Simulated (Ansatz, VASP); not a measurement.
## TaC2: VASP beside Ansatz

```
CELL_PARAMETERS angstrom
3.23917 0.00000 0.00000
-1.61959 2.80520 0.00000
0.00000 0.00000 3.04110
ATOMIC_POSITIONS crystal
Ta 0.00000 0.00000 0.00000
C 0.33333 0.66667 0.50000
C 0.66667 0.33333 0.50000
```

Change from the starting cell: species swapped into the TiB2 type (P6/mmm, No. 191).

Alike in both runs: functional PBE; k mesh 18 × 18 × 16; occupations gaussian, width 0.1 eV; no spin polarisation.

Ansatz relaxed the structure, and its values are those at the end. VASP's run is a single point on that final structure, the one shown.

|  | VASP | Ansatz |
| --- | --- | --- |
| version | VASP 6.6.1 | Ansatz 0.2.0 |
| potentials or method | VASP PAW PBE potentials, release 64 (Ta_pv, C) | scalar-relativistic, plane waves, PAW |
| plane-wave cutoff (eV) | 520 | 420 |
| valence electrons in the cell | 19 | 21 |

```csv
,VASP,Ansatz,Ansatz less VASP
gap on the k mesh at the Fermi level (eV),none,none,-
pressure (GPa),0.7,0.0,-0.72
```

A gap of «none» marks a metal or a gap that the smearing closes. The two sets of potentials don't hold the same shells in valence.

The runs have no spin-orbit coupling, so splittings on Ta are missing.
